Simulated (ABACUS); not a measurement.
## LiCl under changes of volume

One of the cells (16.871 Å³/atom); the others are scaled copies at fixed shape and fractional positions:

```
CELL_PARAMETERS angstrom
0.00000 2.56477 2.56477
2.56477 0.00000 2.56477
2.56477 2.56477 0.00000
ATOMIC_POSITIONS crystal
Cl 0.50000 0.50000 0.50000
Li 0.00000 0.00000 0.00000
```

```yaml
Program: ABACUS 3.10.1
Functional: PBEsol
Potentials_or_basis: PseudoDojo NC SR 0.4.1 PBEsol standard
Cutoff: 1007 eV
Density_cutoff: 4027 eV
Basis: plane waves
k_mesh: 9 × 9 × 9
Occupations: fermi-dirac, width 0.05 eV
Spin: no spin polarisation
```

```tsv
volume (Å³/atom)	energy over the lowest point (meV/atom)	pressure (GPa)	gap on the mesh (eV)
15.859	0.94	0.8	6.49
16.196	0.00	0.1	6.36
16.534	?	?	?
16.871	2.63	-1.3	6.13
17.209	5.88	-1.8	6.02
17.546	10.24	-2.3	5.91
17.883	15.61	-2.8	5.82
```

**Question.** What does the run at 16.534 Å³/atom give?

**Answer.** Energy over the lowest point 0.62 meV/atom; pressure -0.6 GPa; gap on the mesh 6.24 eV.

Worked out: A Birch-Murnaghan fit of order 3 (a polynomial in V^(-2/3)) to the other rows has its minimum at 16.23 Å³/atom with B0 = V·E''(V) = 35 GPa and B' = 4.3. It gives 0.62 meV/atom at 16.534 Å³/atom, against the run's 0.62, and -dE/dV = -0.6 GPa, against -0.6. A straight line through the other rows of the gap, of slope -5.6 eV per unit of ln V (its deformation potential), gives 6.25 eV, against the run's 6.24.

Energies are extrapolated to zero smearing.

Caveats: an odd mesh through Γ misses points on the zone boundary, where band edges often lie.
